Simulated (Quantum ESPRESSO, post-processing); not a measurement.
# 2H-MoS2, 1 layer, rectangular cell: a series in strain along the first axis, part 2 of 2

What law, if any, do the results for 2H-MoS2, 1 layer, rectangular cell follow against strain along the first axis?

Quantum ESPRESSO 7.5; plane-wave DFT, PBE, GBRV ultrasoft pseudopotentials.

So far. Step 9 (Relaxing the ions, 3 %): The relaxation lowers the energy by 2 meV an atom.

## 10. SCF with pw.x, 3 %

m7.scf.in

```
&control
  prefix = 'm7.scf'
  outdir = './out'
  pseudo_dir = './pseudo'
  calculation = 'scf'
  tprnfor = .true.
/
&system
  ibrav = 0
  nat = 6
  ntyp = 2
  ecutwfc = 40
  ecutrho = 200
  occupations = 'smearing'
  smearing = 'fd'
  degauss = 0.002
  nbnd = 30
/
&electrons
  conv_thr = 1e-09
  mixing_beta = 0.4
  electron_maxstep = 120
  mixing_mode = 'plain'
/
ATOMIC_SPECIES
  S   32.0600  s_pbe_v1.4.uspp.F.UPF
  Mo  95.9500  mo_pbe_v1.uspp.F.UPF
CELL_PARAMETERS angstrom
  3.27856832429000 0.00000000000000 0.00000000000000
  0.00000000000000 5.51328753800000 0.00000000000000
  0.00000000000000 0.00000000000000 18.26259773800000
ATOMIC_POSITIONS crystal
  S   0.999999999900 0.333905343200 0.415302962300
  S   0.500000000000 0.833905392900 0.415302965200
  Mo  0.000000000000 -0.001144087400 0.500000000000
  Mo  0.500000000000 0.498855948600 0.500000000000
  S   0.999999999900 0.333905343200 0.584697037700
  S   0.500000000000 0.833905392900 0.584697034800
K_POINTS automatic
  10 6 1 0 0 0
```

The run is started by

```
$ OMP_NUM_THREADS=1 mpirun -n 4 pw.x -nk 4 -in m7.scf.in > m7.scf.out
```

The job ended after 57 s (4 MPI ranks of Arm Neoverse V1, shared host; peak memory 0.76 GiB).

This step gave:

```
free energy                          : -5108.3819 eV
Fermi energy                         : 0.137 eV
valence top, on the run's zero       : -0.5379 eV
conduction bottom, on the run's zero : 0.8403 eV
gap by band count                    : 1.378 eV
```

## 11. Relaxation with pw.x, 4 %

m8.relax.in

```
&control
  prefix = 'm8.relax'
  outdir = './out'
  pseudo_dir = './pseudo'
  nstep = 40
  forc_conv_thr = 0.0003
  calculation = 'relax'
  tstress = .true.
/
&system
  ibrav = 0
  nat = 6
  ntyp = 2
  ecutwfc = 50
  ecutrho = 250
  occupations = 'smearing'
  smearing = 'fd'
  degauss = 0.002
/
&electrons
  conv_thr = 1e-09
  mixing_beta = 0.4
  electron_maxstep = 120
  mixing_mode = 'plain'
/
&ions
/
ATOMIC_SPECIES
  S   32.0600  s_pbe_v1.4.uspp.F.UPF
  Mo  95.9500  mo_pbe_v1.uspp.F.UPF
CELL_PARAMETERS angstrom
  3.31039908472000 0.00000000000000 0.00000000000000
  0.00000000000000 5.51328753800000 0.00000000000000
  0.00000000000000 0.00000000000000 18.26259773800000
ATOMIC_POSITIONS crystal
  S   0.999999999900 0.333333776000 0.414454234500
  S   0.500000000000 0.833333714400 0.414454237300
  Mo  0.000000000000 -0.000000854000 0.500000000000
  Mo  0.500000000000 0.499999206700 0.500000000000
  S   0.999999999900 0.333333776000 0.585545765500
  S   0.500000000000 0.833333714400 0.585545762700
K_POINTS automatic
  10 6 1 0 0 0
```

The run is started by

```
$ OMP_NUM_THREADS=1 mpirun -n 4 pw.x -nk 4 -in m8.relax.in > m8.relax.out
```

The job ended after 5.8 min (4 MPI ranks; peak memory 1.2 GiB; 23 min of CPU time).

Step by step:

```tsv
step	energy less that of the first step (eV)	largest force (eV/Å)
1	0.0000	0.3736
2	-0.0107	0.2394
3	-0.0166	0.0896
4	-0.0175	0.0180
5	-0.0175	0.0077
6	-0.0175	0.0000
```

The atoms that moved most (Å):

```tsv
atom	dx	dy	dz	length
S5	0.000	0.004	-0.021	0.021
S1	0.000	0.004	0.021	0.021
S2	0.000	0.004	0.021	0.021
S6	0.000	0.004	-0.021	0.021
Mo4	0.000	-0.008	0.000	0.008
Mo3	0.000	-0.008	0.000	0.008
```

Final coordinates:

```cif
data_structure
_symmetry_space_group_name_H-M 'P 1'
_symmetry_Int_Tables_number 1
_cell_length_a 3.3104
_cell_length_b 5.5133
_cell_length_c 18.2626
_cell_angle_alpha 90.000
_cell_angle_beta 90.000
_cell_angle_gamma 90.000
_cell_volume 333.31
loop_
_atom_site_label
_atom_site_type_symbol
_atom_site_fract_x
_atom_site_fract_y
_atom_site_fract_z
_atom_site_occupancy
S1 S 0.00000 0.33407 0.41558 1
S2 S 0.50000 0.83407 0.41558 1
Mo3 Mo 0.00000 0.99852 0.50000 1
Mo4 Mo 0.50000 0.49852 0.50000 1
S5 S 0.00000 0.33407 0.58442 1
S6 S 0.50000 0.83407 0.58442 1
```

The relaxation lowers the energy by 3 meV an atom.

Numbers from this step:

```
free energy  : -5108.3642 eV
Fermi energy : 0.0454 eV
```

## 12. SCF with pw.x, 4 %

m8.scf.in

```
&control
  prefix = 'm8.scf'
  outdir = './out'
  pseudo_dir = './pseudo'
  calculation = 'scf'
  tprnfor = .true.
/
&system
  ibrav = 0
  nat = 6
  ntyp = 2
  ecutwfc = 40
  ecutrho = 200
  occupations = 'smearing'
  smearing = 'fd'
  degauss = 0.002
  nbnd = 30
/
&electrons
  conv_thr = 1e-09
  mixing_beta = 0.4
  electron_maxstep = 120
  mixing_mode = 'plain'
/
ATOMIC_SPECIES
  S   32.0600  s_pbe_v1.4.uspp.F.UPF
  Mo  95.9500  mo_pbe_v1.uspp.F.UPF
CELL_PARAMETERS angstrom
  3.31039908472000 0.00000000000000 0.00000000000000
  0.00000000000000 5.51328753800000 0.00000000000000
  0.00000000000000 0.00000000000000 18.26259773800000
ATOMIC_POSITIONS crystal
  S   0.999999999900 0.334072854100 0.415583491300
  S   0.500000000000 0.834072891800 0.415583485100
  Mo  0.000000000000 -0.001479077300 0.500000000000
  Mo  0.500000000000 0.498520918900 0.500000000000
  S   0.999999999900 0.334072854100 0.584416508700
  S   0.500000000000 0.834072891800 0.584416514900
K_POINTS automatic
  10 6 1 0 0 0
```

The run is started by

```
$ OMP_NUM_THREADS=1 mpirun -n 4 pw.x -nk 4 -in m8.scf.in > m8.scf.out
```

The job ended after 62 s (4 MPI ranks; peak memory 0.83 GiB; 4.1 min of CPU time).

Numbers from this step:

```
free energy                          : -5108.3381 eV
Fermi energy                         : 0.0313 eV
valence top, on the run's zero       : -0.5520 eV
conduction bottom, on the run's zero : 0.7278 eV
gap by band count                    : 1.280 eV
```

## 13. The series side by side

The series in one table, energies over the lowest:

```tsv
strain along the first axis	energy (eV)	gap along the path (eV)	upper vacuum level over the valence top of the mesh (eV)	lower vacuum level over that top (eV)
-4 %	0.1298	1.814	5.867	5.867
-3 %	0.0713	1.852	5.898	5.898
-2 %	0.0310	1.794	5.929	5.929
-1 %	0.0076	1.737	5.958	5.958
0 %	0.0000	1.663	5.942	5.943
1 %	0.0069	1.545	5.906	5.906
2 %	0.0272	1.432	5.871	5.871
3 %	0.0597	1.322	5.839	5.839
4 %	0.1038	1.217	5.809	5.809
```

## 14. The arithmetic

A parabola through the energies within ±2 % has E = 72.83 eV × ε² -0.082 eV × ε; for the curvature, over A = 17.549 Å² this is 72.83 × 2/17.549 × 16.02 = 133 N/m.

## 15. What came out

- in-plane stiffness along the strain: 133 N/m
- gap along the path, at -4 % and at 4 %: 1.81, 1.22 eV
- upper vacuum level over the valence top of the mesh, at -4 % and at 4 %: 5.87, 5.81 eV
- lower vacuum level over that top, at -4 % and at 4 %: 5.87, 5.81 eV

The series holds 9 members; in-plane stiffness along the strain: 133 N/m (PBE, GBRV ultrasoft). The energy is lowest near zero strain. From -4 % to 4 % the gap along the path goes from 1.81 to 1.22 eV by way of 1.85 at -3 %. From -4 % to 4 % the upper vacuum level over the valence top of the mesh goes from 5.87 to 5.81 eV by way of 5.96 at -1 %. From -4 % to 4 % the lower vacuum level over that top goes from 5.87 to 5.81 eV by way of 5.96 at -1 %. Semilocal gaps are too small; the 1×1 cell can't ripple over many cells under compression as a free sheet would. No spin-orbit coupling.

[Logs are printed without paths, hosts, clocks, repeated set-up lines and the standing remarks that a program may print on its own settings, such as how far it seeks lower states.]

[Hosts, paths, dates, database ids (printed as entryN), source tags and the programs' standing remarks are cut or masked in the printed files.]

[Maps of the electrostatic potential energy from Ansatz leave out the sawtooth potential of an applied field or a dipole correction, so their vacuum need not be flat; planar profiles and work functions include it.]
